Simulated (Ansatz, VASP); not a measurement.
Au: VASP beside Ansatz

INCAR

```
PREC     = Accurate       # precision mode
ENCUT    = 520            # plane-wave cutoff, eV
EDIFF    = 1E-7           # SCF threshold, eV
ISMEAR   = 0              # smearing method
SIGMA    = 0.15           # smearing width, eV
LREAL    = F              # projectors in reciprocal space
LASPH    = T              # aspherical terms in the spheres
NELM     = 100            # most SCF steps
ALGO     = Fast           # electronic algorithm
ISIF     = 2              # what is computed and relaxed
LWAVE    = F              # write WAVECAR
LCHARG   = F              # write CHGCAR
GGA      = PE             # functional
NBANDS   = 18             # bands
```

The input KPOINTS:

```
Automatic mesh
0
Gamma
  12 12 8
```

Contents of POSCAR:

```
Au
1.0
    2.9169619270      0.0000000000      0.0000000000
   -1.4584809635      2.5261631306      0.0000000000
    0.0000000000      0.0000000000      4.8900308735
Au
2
Direct
    0.3333333333      0.6666666667      0.7500000000
    0.6666666667      0.3333333333      0.2500000000
```

Input for Ansatz:

```yaml
crystal:
  lattice:
    - [2.916961927, 0.0, 0.0]
    - [-1.4584809635, 2.5261631306, 0.0]
    - [0.0, 0.0, 4.8900308735]
  atoms:
    - { symbol: Au, position: [0.3333333333, 0.6666666667, 0.75] }
    - { symbol: Au, position: [0.6666666667, 0.3333333333, 0.25] }
basis:
  ecutwfc: 420
kpoints:
  mp_grid: { grid: [12, 12, 8] }
hamiltonian:
  xc: pbe
scf:
  occupations: { method: gaussian, width: 0.15 }
output:
  forces: true
  stress: true
  eigenvalues: true
```

This isn't the form of Au at room conditions, which is fcc.

Alike in both runs: task single point; functional PBE; k mesh 12 × 12 × 8; occupations gaussian, width 0.15 eV; no spin polarisation.

```csv
,VASP,Ansatz
version,VASP 6.6.1,Ansatz 0.2.0
potentials or method,"VASP PAW PBE potentials, release 64 (Au)","scalar-relativistic, plane waves, PAW"
plane-wave cutoff (eV),520,420
valence electrons in the cell,22,38
```

|  | VASP | Ansatz | Ansatz less VASP |
| --- | --- | --- | --- |
| gap on the k mesh at the Fermi level (eV) | none | none | - |
| pressure (GPa) | -0.1 | 0.1 | +0.22 |
| largest component of the traceless stress (GPa) | 0.71 | 0.68 | -0.028 |

A gap of «none» marks a metal or a gap that the smearing closes. The two sets of potentials don't hold the same shells in valence.

The runs have no spin-orbit coupling, so splittings on Au are missing.
